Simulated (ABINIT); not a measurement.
Crystal: C.

```xyz
2
Lattice="0.0000 1.7834 1.7834 1.7834 0.0000 1.7834 1.7834 1.7834 0.0000" Properties=species:S:1:pos:R:3 pbc="T T T"
C     2.6751    2.6751    2.6751
C     1.7834    1.7834    1.7834
```

This isn't the form of C at room conditions, which is graphite.

Base run:

```yaml
Program: ABINIT 10.8.3 (patched build)
Functional: PBEsol
Potentials_or_basis: PseudoDojo NC SR PBEsol v0.4 stringent
Cutoff: 1007 eV
k_mesh: 10 × 10 × 10
Occupations: fermi-dirac, width 0.05 eV
Spin: no spin polarisation
```

Its results: band gap on the k mesh 4.08 eV, indirect (least direct gap 5.56 eV); pressure -4.0 GPa.

Problem. The run is repeated on the same cell with these changes: functional from PBEsol to LDA; potentials or basis from PseudoDojo NC SR PBEsol v0.4 stringent to PseudoDojo NC SR LDA v0.4.1 standard. What comes out?

Solution. Band gap on the k mesh 4.18 eV, indirect (least direct gap 5.56 eV); pressure -12.0 GPa.

A k mesh can miss the band edges.
